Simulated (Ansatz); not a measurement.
Crystal: NaCl.

```
CELL_PARAMETERS angstrom
0.00000 2.79406 2.79406
2.79406 0.00000 2.79406
2.79406 2.79406 0.00000
ATOMIC_POSITIONS crystal
Cl 0.50000 0.50000 0.50000
Na 0.00000 0.00000 0.00000
```

The cell is a database's computed one.

Base run:

| Item | Value |
| --- | --- |
| Program | Ansatz 0.2.0 |
| Functional | PBE |
| Potentials or basis | all-electron PAW datasets made for the crystal |
| Cutoff | 200 eV (chosen from the basis error) |
| k mesh | 8 × 8 × 8 |
| Occupations | fixed |
| Spin | no spin polarisation |

Its results: band gap on the k mesh 5.22 eV, direct; electronic dielectric tensor (diagonal) 2.53.

**Question.** The run is repeated on the same cell with these changes: functional from PBE to PBEsol. What comes out?

**Answer.** Band gap on the k mesh 5.04 eV, direct; electronic dielectric tensor (diagonal) 2.58.

Caveats: the program warned that the printed levels may be off, so bands, gaps and densities of states are rough.

